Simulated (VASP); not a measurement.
Runs of VASP 6.6.1 on NaI. The structure is cubic, space group Fm-3m (No. 225). Conventional cell: a = 6.473 Å, b = 6.473 Å, c = 6.473 Å, α = 90.00°, β = 90.00°, γ = 90.00°. Around I (site symmetry m-3m) lie 6 Na at 3.24 Å. Around Na (site symmetry m-3m) lie 6 I at 3.24 Å. 

```tsv
task	level	potentials or basis	spin	cell	k mesh	cutoff (eV)	ions in elastic constants	grid for exact exchange (PRECFOCK)	exchange at q = 0	mesh quality	gap on the mesh (eV)	pressure (GPa)
single point	PBE0	VASP PAW PBE potentials, release 64 (I, Na_pv)	SOC, no magnetisation	as given	3 × 3 × 3	520	-	Normal	default	coarse	-	0.3
relaxation of cell and atoms	PBE0	VASP PAW PBE potentials, release 64 (I, Na_pv)	off	relaxed	4 × 4 × 4	600	-	Fast	default	coarse	(a)	0.0
band structure	PBE0	VASP PAW PBE potentials, release 64 (I, Na_pv)	off	as given	4 × 4 × 4	520	-	Normal	default	coarse	5.36	0.1
Born charges and dielectric tensor	LDA	VASP PAW LDA potentials, release 64 (I, Na_pv)	off	as given	7 × 7 × 7	520	-	-	-	not flagged	(b)	-
```

Alike in all rows: smearing fermi-dirac 0.05 eV.

Problem. Estimate the missing entries.

Solution. (a) 5.35; (b) 3.35.

Caveats: some runs use coarse meshes; the PAW data sets were made with another functional, which shifts forces and pressure a little (some runs); spin-orbit coupling is left out, which moves the levels of the heavy elements (some runs); an unscreened hybrid on a path of extra k points without a Coulomb cutoff has errors near the mesh points, so the bands along the path aren't reliable (some runs).

A k mesh can miss the band edges, and rows without SOC leave out spin-orbit coupling on I.

Runs at the PBE level aren't shown here.
